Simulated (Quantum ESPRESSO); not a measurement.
# TiB2: zone-centre phonons under several settings

```
Ti B
1.0
     3.02920    0.00000    0.00000
    -1.51460    2.62336    0.00000
     0.00000    0.00000    3.22840
Ti B
1 2
Direct
  0.00000 0.00000 0.00000
  0.66667 0.33333 0.50000
  0.33333 0.66667 0.50000
```

All runs used Quantum ESPRESSO 7.5; potentials GBRV 1.5 PBE; k mesh 8 × 8 × 7; relaxed cell; no spin polarisation; cutoff 612 eV; occupations cold, width 0.2 eV.

```csv
level,volume (Å³/atom),lowest optical mode without the field (cm⁻¹),highest optical mode without the field (cm⁻¹)
PBE,8.55,511,883
PBE+D2,?,?,?
PBE+D3(BJ),8.28,534,920
rPW86PBE+rVV10,8.62,504,875
rev-vdW-DF2,8.48,516,890
```

Q: What stands in the row left open?

A: Volume 8.34 Å³/atom; lowest optical mode without the field 524 cm⁻¹; highest optical mode without the field 900 cm⁻¹.

Caveats: the mesh is thin for the phonons of a metal; pairwise dispersion overbinds metals, which lowers pressure and volume (some runs); the potentials were made for another functional, which shifts forces and pressure (some runs); before the sum rule the acoustic modes lie tens of cm⁻¹ from zero, a sign that the density grid also shifts the optical modes (some runs).

For the row left open. Caveat: the mesh is thin for the phonons of a metal; pairwise dispersion overbinds metals, which lowers pressure and volume.
